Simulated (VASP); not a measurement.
# W2C (P-3m1) in VASP: a series of runs

One crystal, W2C, is run at these levels: LDA, r2SCAN+D4; tasks: phonons, optical spectrum.

All numbers are computed with VASP 6.6.1; they aren't measurements. Logs are shortened: lines on timing, memory, paths and dates and some standing lists are left out, and cuts for length are marked.

### Step 1. The crystal as given

Symmetry: P-3m1, No. 164, trigonal system. The conventional cell has a = 3.070 Å, b = 3.070 Å, c = 4.678 Å, α = 90.00°, β = 90.00°, γ = 120.00°. Around W (site symmetry 3m) lie 3 C at 2.13 Å. C (site symmetry -3m) has 6 W at 2.13 Å as nearest neighbours.

The cell comes from a database or a generator and needn't be the stable form of this composition.

### Step 2. Phonons, LDA

POSCAR

```
W2C
3.07
    1.000014867101      0.000000000000      0.000000000000
   -0.500007433550      0.866038279055      0.000000000000
    0.000000000000      0.000000000000      1.523917915309
W C
2 1
Direct
    0.6666666667      0.3333333333      0.2536690000
    0.3333333333      0.6666666667      0.7463310000
    0.0000000000      0.0000000000      0.0000000000
```

INCAR.step1

```
ALGO     = Fast           # electronic algorithm
EDIFF    = 1E-8           # SCF threshold, eV
EDIFFG   = -0.002         # ionic threshold
ENCUT    = 600            # plane-wave cutoff, eV
GGA      = CA             # functional
IBRION   = 2              # ionic algorithm
ISIF     = 3              # what is computed and relaxed
ISMEAR   = 0              # smearing method
LASPH    = T              # aspherical terms in the spheres
LCHARG   = F              # write CHGCAR
LREAL    = F              # projectors in reciprocal space
LWAVE    = F              # write WAVECAR
NELM     = 80             # most SCF steps
NSW      = 40             # ionic steps
PREC     = Accurate       # precision mode
SIGMA    = 0.1            # smearing width, eV
```

INCAR.step2

```
ALGO     = Fast           # electronic algorithm
EDIFF    = 1E-8           # SCF threshold, eV
ENCUT    = 600            # plane-wave cutoff, eV
GGA      = CA             # functional
IBRION   = 8              # ionic algorithm
ISIF     = 2              # what is computed and relaxed
ISMEAR   = 0              # smearing method
LASPH    = T              # aspherical terms in the spheres
LCHARG   = F              # write CHGCAR
LREAL    = F              # projectors in reciprocal space
LWAVE    = F              # write WAVECAR
NELM     = 80             # most SCF steps
NSW      = 1              # ionic steps
PREC     = Accurate       # precision mode
SIGMA    = 0.1            # smearing width, eV
```

KPOINTS

```
k-points
0
Gamma
  7 7 5
```

Potentials or basis: VASP PAW LDA potentials, release 64 (W_sv, C).

Run with:

```console
cat potpaw_LDA.64/W_sv/POTCAR potpaw_LDA.64/C/POTCAR > POTCAR
cp INCAR.step1 INCAR
mpirun -np 1 vasp_std > vasp.out
cp CONTCAR POSCAR
cp INCAR.step2 INCAR
mpirun -np 1 vasp_std > vasp.out
```

OUTCAR:

```text
EDIFF = 1E-8
   ENCUT = 600
   GGA = CA
   IBRION = 8
   ISIF = 2
   ISMEAR = 0
   LASPH = T
   LREAL = F
   NELM = 80
   NSW = 1
   PREC = Accurate

 ion  position               nearest neighbor table
   1  0.667  0.333  0.256-   3 2.11   3 2.11   3 2.11   2 2.85   2 2.85   2 2.85   2 2.94   2 2.94
                             2 2.94
   2  0.333  0.667  0.744-   3 2.11   3 2.11   3 2.11   1 2.85   1 2.85   1 2.85   1 2.94   1 2.94
                             1 2.94
   3  0.000  0.000  0.000-   1 2.11   2 2.11   2 2.11   1 2.11   1 2.11   2 2.11

  LATTYP: Found a hexagonal cell.
 ALAT       =     3.0257356486
 C/A-ratio  =     1.5258942271

  Lattice vectors:

 A1 = (   3.0257356486,  -0.0000000000,   0.0000000000)
 A2 = (  -1.5128678243,   2.6203639368,   0.0000000000)
 A3 = (   0.0000000000,   0.0000000000,   4.6169525591)

Analysis of symmetry for initial positions (statically):
=====================================================================
 Subroutine PRICEL returns:
 Original cell was already a primitive cell.

 Routine SETGRP: Setting up the symmetry group for a
 hexagonal supercell.

 Subroutine GETGRP returns: Found 12 space group operations
 (whereof 12 operations were pure point group operations)
 out of a pool of 24 trial point group operations.

The static configuration has the point symmetry D_3d.

Analysis of symmetry for dynamics (positions and initial velocities):
=====================================================================
 Subroutine PRICEL returns:
 Original cell was already a primitive cell.

 Routine SETGRP: Setting up the symmetry group for a
 hexagonal supercell.

 Subroutine GETGRP returns: Found 12 space group operations
 (whereof 12 operations were pure point group operations)
 out of a pool of 24 trial point group operations.

The dynamic configuration has the point symmetry D_3d.

 Subroutine INISYM returns: Found 12 space group operations
 (whereof 12 operations are pure point group operations),
 and found     1 'primitive' translations

----------------------------------------------------------------------------------------

                                     Primitive cell

  volume of cell :      36.6056

  direct lattice vectors                    reciprocal lattice vectors
     3.025735649 -0.000000000  0.000000000     0.330498139  0.190813189  0.000000000
    -1.512867824  2.620363937  0.000000000     0.000000000  0.381626379  0.000000000
     0.000000000  0.000000000  4.616952559     0.000000000  0.000000000  0.216593085

  length of vectors
     3.025735649  3.025735649  4.616952559     0.381626379  0.381626379  0.216593085

  position of ions in fractional coordinates (direct lattice)
     0.666666667  0.333333333  0.255991647
     0.333333333  0.666666667  0.744008353
     0.000000000  0.000000000  0.000000000

  ion indices of the primitive-cell ions
   primitive index   ion index
                 1           1
                 2           2
                 3           3

----------------------------------------------------------------------------------------

 KPOINTS: k-points

Automatic generation of k-mesh.
 Grid dimensions read from file:
 generate k-points for:    7    7    5

 Generating k-lattice:

  Cartesian coordinates                     Fractional coordinates (reciprocal lattice)
     0.047214020  0.027259027  0.000000000     0.142857143  0.000000000  0.000000000
[... 80 lines left out ...]
   EFERMI =   0.00;   METHOD = LEGACY
   ISMEAR =     0;   SIGMA  =   0.10  broadening in eV -4-tet -1-fermi 0-gaus
   EFERMI_NEDOS =   21; number of points for ismear=-14 and -15
   IALGO  =     68    algorithm
   IMIX   =      4    mixing-type and parameters
     AMIX     =   0.40;   BMIX     =  1.00
     AMIX_MAG =   1.60;   BMIX_MAG =  1.00
  volume/ion in A,a.u.               =      12.20        82.34
  Fermi-wavevector in a.u.,A,eV,Ry     =   1.565340  2.958065 33.338231  2.450291
  Thomas-Fermi vector in A             =   2.667831
   LORBIT       =      0    0 simple, 1 ext, 2 COOP (PROOUT), +10 PAW based schemes
   GGA     = CA    functional components
   LHFCALC =     F    Hartree Fock is set to
   AEXX    =    0.0000 exact exchange contribution
   IVDW    =     0    specifies the selected vdW correction
   LEPSILON=     F    determine dielectric tensor
   LRPA    =     F    only Hartree local field effects (RPA)
 non-spin polarized calculation
 RMM-DIIS sequential band-by-band and
 Gauss-broadening in eV      SIGMA  =   0.10
  energy-cutoff  :      600.00
  volume of cell :       36.61
 maximum number of plane-waves:      1240
   NGX = 13   NGY = 13   NGZ = 19

--------------------------------------- Ionic step        1  -------------------------------------------

 number of electron      31.9999999 magnetization

 Free energy of the ion-electron system (eV)
  ---------------------------------------------------
  ext. energy  EPLUGINS =         0.00000000
  ---------------------------------------------------
  free energy    TOTEN  =       -38.36830024 eV

  energy without entropy =      -38.35950006  energy(sigma->0) =      -38.36390015

 E-fermi :  12.0814     XC(G=0): -13.8756

 val. band max:       12.0536699333   @ k =   0.0000   0.2857   0.2000
 cond. band min:      12.1056981272   @ k =   0.2857  -0.0000   0.4000
 fundamental gap:      0.0520281939
 Fermi energy:        12.0814228165

 k-point     1 :       0.0000    0.0000    0.0000
  band No.  band energies     occupation
      1     -62.2873      2.00000
      2     -62.1920      2.00000
      3     -27.3314      2.00000
      4     -26.6040      2.00000
      5     -26.6040      2.00000
      6     -26.4462      2.00000
[... 725 lines left out ...]
     19      14.8087      0.00000
     20      15.5582      0.00000

------------------------ aborting loop because EDIFF is reached ----------------------------------------

  FORCE on cell =-STRESS in cart. coord.  units (eV):
  Direction    XX          YY          ZZ          XY          YZ          ZX
  --------------------------------------------------------------------------------------
  -------------------------------------------------------------------------------------
  Total        0.0007881      0.0007881      0.0073465      0.0000000      0.0000000     -0.0000000
  in kB        0.0344924      0.0344924      0.3215471      0.0000000      0.0000000     -0.0000000
  external PRESSURE =       0.1301773 kB  Pullay stress =       0.0000000 kB

 VOLUME and BASIS-vectors are now :
 -----------------------------------------------------------------------------
  energy-cutoff  :      600.00
  volume of cell :       36.61
      direct lattice vectors                 reciprocal lattice vectors
     3.025735649 -0.000000000  0.000000000     0.330498139  0.190813189  0.000000000
    -1.512867824  2.620363937  0.000000000     0.000000000  0.381626379  0.000000000
     0.000000000  0.000000000  4.616952559     0.000000000  0.000000000  0.216593085

 POSITION                                       TOTAL-FORCE (eV/Angst)
 -----------------------------------------------------------------------------------
      1.51287      0.87345      1.18190         0.000000      0.000000     -0.000671
     -0.00000      1.74691      3.43505        -0.000000     -0.000000      0.000671
      0.00000      0.00000      0.00000        -0.000000      0.000000      0.000000
 -----------------------------------------------------------------------------------
    total drift:                                0.000000     -0.000000     -0.000000

  FREE ENERGIE OF THE ION-ELECTRON SYSTEM (eV)
  ---------------------------------------------------
  free  energy   TOTEN  =       -38.3683002415 eV

  energy  without entropy=      -38.3595000635  energy(sigma->0) =      -38.36390015

[... ionic steps 2 to 9 ...]

--------------------------------------- Ionic step       10  -------------------------------------------

------------------------ aborting loop because EDIFF is reached ----------------------------------------

[... ionic steps 11 to 11 ...]

--------------------------------------- Ionic step       12  -------------------------------------------

 Free energy of the ion-electron system (eV)
  ---------------------------------------------------
  ---------------------------------------------------
  free energy    TOTEN  =        -0.12941304 eV

  energy without entropy =       -0.12941304

------------------------ aborting loop because EDIFF is reached ----------------------------------------

 INTERNAL STRAIN TENSOR  FOR ION    3  DIRECTION 3   (eV/Angst):
 -----------------------------------------------------------------------------
     0.00813 -0.00000  0.00000
    -0.00000  0.00813 -0.00000
    -0.00000  0.00000 -0.01221

 INTERNAL STRAIN TENSOR FOR ION    3 for displacements in x,y,z  (eV/Angst):
          X           Y           Z          XY          YZ          ZX
  --------------------------------------------------------------------------------
  x     0.00000     0.00000     0.00000     0.00000     0.00000     0.00000
  y     0.00000     0.00000     0.00000     0.00000     0.00000     0.00000
  z     0.00000     0.00000     0.00000     0.00000     0.00000     0.00000

 SECOND DERIVATIVES (NOT SYMMETRIZED)
 ------------------------------------
               1X          1Y          1Z          2X          2Y          2Z          3X          3Y          3Z
  1X    -9.224938   -0.000000    0.000000    0.717084    0.000000   -0.000000    8.507853    0.000000   -0.000000
  1Y    -0.000000   -9.224938    0.000000    0.000000    0.717084    0.000000    0.000000    8.507853   -0.000000
  1Z     0.000000   -0.000000  -18.325529    0.000000    0.000000    9.198438   -0.000000    0.000000    9.127091
  2X     0.717084    0.000000   -0.000000   -9.224938   -0.000000    0.000000    8.507853    0.000000   -0.000000
  2Y     0.000000    0.717084    0.000000   -0.000000   -9.224938    0.000000    0.000000    8.507853   -0.000000
  2Z     0.000000    0.000000    9.198438    0.000000   -0.000000  -18.325529   -0.000000    0.000000    9.127091
  3X     8.487350    0.000000    0.000000    8.487350    0.000000    0.000000  -16.974700   -0.000000    0.000000
  3Y     0.000000    8.487350    0.000000    0.000000    8.487350    0.000000   -0.000000  -16.974700    0.000000
  3Z    -0.000000    0.000000    9.133766   -0.000000    0.000000    9.133766   -0.000000    0.000000  -18.267533

 Eigenvectors and eigenvalues of the dynamical matrix
 ----------------------------------------------------

   1 f  =   19.591868 THz   123.099337 2PiTHz  653.514374 cm-1    81.025419 meV
             X         Y         Z           dx          dy          dz
      1.512868  0.873455  1.181901     0.000000   -0.000000   -0.125717
     -0.000000  1.746909  3.435051     0.000000   -0.000000   -0.125717
      0.000000  0.000000  0.000000    -0.000000    0.000000    0.984068
[... 43 lines left out ...]
   9 f/i=    0.003992 THz     0.025085 2PiTHz    0.133170 cm-1     0.016511 meV
             X         Y         Z           dx          dy          dz
      1.512868  0.873455  1.181901    -0.685584    0.118835    0.000000
     -0.000000  1.746909  3.435051    -0.685584    0.118835    0.000000
      0.000000  0.000000  0.000000    -0.175446    0.030411    0.000000

--------------------------------------------------------------------------------------------------------

 ELASTIC MODULI CONTR FROM IONIC RELAXATION (kBar)
 Direction    XX          YY          ZZ          XY          YZ          ZX
 --------------------------------------------------------------------------------
 XX        -826.8314   -705.8710    136.3805     -0.0000    -22.7818     -0.0000
 YY        -705.8710   -826.8314    136.3805     -0.0000     22.7818      0.0000
 ZZ         136.3805    136.3805    -24.2704      0.0000      0.0000     -0.0000
 XY          -0.0000     -0.0000      0.0000    -60.4802      0.0000    -68.9523
 YZ         -22.7818     22.7818      0.0000      0.0000     -8.5815     -0.0000
 ZX          -0.0000      0.0000     -0.0000    -68.9523     -0.0000    -78.6112
 --------------------------------------------------------------------------------
```

It took 8.1 min on 1 thread of Intel Xeon Platinum 8559C (Emerald Rapids), shared host; peak memory 0.33 GiB.

What came out:

```
Relaxed volume                                          : 12.20 Å³/atom
Relaxed cell                                            : a = 3.026 Å, b = 3.026 Å, c = 4.617 Å, α = 90.00°, β = 90.00°, γ = 120.00°
Space group after relaxing (to 0.05 Å)                  : P-3m1 (No. 164)
Highest phonon frequency at Γ, LO-TO splitting left out : 654 cm⁻¹
```

Step by step:
```csv
step,energy change (eV),largest force (eV/Å),pressure (GPa),volume (Å³)
1,0.0000,0.0977,-13.50,38.19
2,0.6183,1.9355,57.86,32.56
3,-0.0643,0.2844,-0.82,36.79
4,-0.0645,0.3034,-0.18,36.73
5,-0.0645,0.3121,0.12,36.70
6,-0.0673,0.0711,0.25,36.58
7,-0.0675,0.0118,0.21,36.61
8,-0.0676,0.0054,-0.56,36.67
9,-0.0677,0.0005,-0.32,36.65
10,-0.0678,0.0194,0.00,36.61
11,-0.0678,0.0195,0.00,36.61
12,-0.0678,0.0067,0.00,36.61
13,-0.0678,0.0009,0.01,36.61
```

Final structure:
```xyz
3
Lattice="3.0257 0.0000 0.0000 -1.5129 2.6204 0.0000 0.0000 0.0000 4.6170" Properties=species:S:1:pos:R:3 pbc="T T T"
W     1.5129    0.8735    1.1819
W     0.0000    1.7469    3.4351
C     0.0000    0.0000    0.0000
```

Phonon frequencies in cm⁻¹ (negative: imaginary):
```
              q point                    frequencies
(0.000, 0.000, 0.000)  0 0 0 121 121 202 630 630 654
```

Spin-orbit coupling is left out, which matters for the levels of W.

(Part 1 of 2 ends here.)
